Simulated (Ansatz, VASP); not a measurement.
# In3Se in VASP and in Ansatz

```
CELL_PARAMETERS angstrom
4.62091 0.00000 0.00000
0.00000 4.62091 0.00000
0.00000 0.00000 4.62091
ATOMIC_POSITIONS crystal
In 0.00000 0.50000 0.50000
In 0.50000 0.00000 0.50000
In 0.50000 0.50000 0.00000
Se 0.00000 0.00000 0.00000
```

Alike in both runs: functional PBEsol; dispersion D4; k mesh 10 × 10 × 10; occupations gaussian, width 0.1 eV; no spin polarisation.

Ansatz relaxed the structure, and its values are those at the end. VASP's run is a single point on that final structure, the one shown.

|  | VASP | Ansatz |
| --- | --- | --- |
| version | VASP 6.6.1 | Ansatz 0.2.0 |
| potentials or method | VASP PAW PBE potentials, release 64 (In_d, Se) | scalar-relativistic, plane waves, PAW |
| plane-wave cutoff (eV) | 520 | 420 |
| valence electrons in the cell | 45 | 55 |

|  | VASP | Ansatz | Ansatz less VASP |
| --- | --- | --- | --- |
| gap on the k mesh at the Fermi level (eV) | none | none | - |
| pressure (GPa) | 0.0 | 0.0 | +0.02 |

A gap of «none» marks a metal or a gap that the smearing closes. The two sets of potentials don't hold the same shells in valence.

Caveats: the PAW data sets were made with another functional, which shifts forces and pressure a little (VASP); pairwise dispersion overbinds metals, which lowers pressure and volume.
